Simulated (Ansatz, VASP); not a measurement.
# Two plane-wave programs on Ca

File INCAR:

```
ALGO     = Normal         # electronic algorithm
EDIFF    = 1E-6           # SCF threshold, eV
ENCUT    = 520            # plane-wave cutoff, eV
GGA      = PS             # functional
ISIF     = 2              # what is computed and relaxed
ISMEAR   = 0              # smearing method
LASPH    = True           # aspherical terms in the spheres
LCHARG   = False          # write CHGCAR
LREAL    = False          # projectors in reciprocal space
LWAVE    = False          # write WAVECAR
NBANDS   = 11             # bands
NELM     = 100            # most SCF steps
PREC     = Accurate       # precision mode
SIGMA    = 0.1            # smearing width, eV
```

The input KPOINTS:

```
k-points
0
Gamma
  12 12 12
```

POSCAR

```
Ca
1.0
    3.4229998277      0.0000000000      0.0000000000
    0.0000000000      3.4229998277      0.0000000000
    0.0000000000      0.0000000000      3.4229998277
Ca
1
Direct
    0.0000000000      0.0000000000      0.0000000000
```

Input for Ansatz:

```yaml
crystal:
  lattice:
    - [3.4229998277, 0.0, 0.0]
    - [0.0, 3.4229998277, 0.0]
    - [0.0, 0.0, 3.4229998277]
  atoms:
    - { symbol: Ca, position: [0.0, 0.0, 0.0] }
basis:
  ecutwfc: 420
kpoints:
  mp_grid: { grid: [12, 12, 12] }
hamiltonian:
  xc: pbesol
scf:
  occupations: { method: gaussian, width: 0.1 }
output:
  forces: true
  stress: true
  eigenvalues: true
  populations: true
```

Alike in both runs: task single point; functional PBEsol; k mesh 12 × 12 × 12; occupations gaussian, width 0.1 eV; no spin polarisation.

|  | VASP | Ansatz |
| --- | --- | --- |
| version | VASP 6.6.1 | Ansatz 0.2.0 |
| potentials or method | VASP PAW PBE potentials, release 64 (Ca_sv) | scalar-relativistic, plane waves, PAW |
| plane-wave cutoff (eV) | 520 | 420 |
| valence electrons in the cell | 10 | 10 |

|  | VASP | Ansatz | Ansatz less VASP |
| --- | --- | --- | --- |
| gap on the k mesh at the Fermi level (eV) | none | none | - |
| pressure (GPa) | 0.3 | 0.3 | +0.01 |

A gap of «none» marks a metal or a gap that the smearing closes. With one functional, cell and mesh, what is left measures potentials, basis and numerics.

Caveats: the PAW data sets were made with another functional, which shifts forces and pressure a little (VASP).
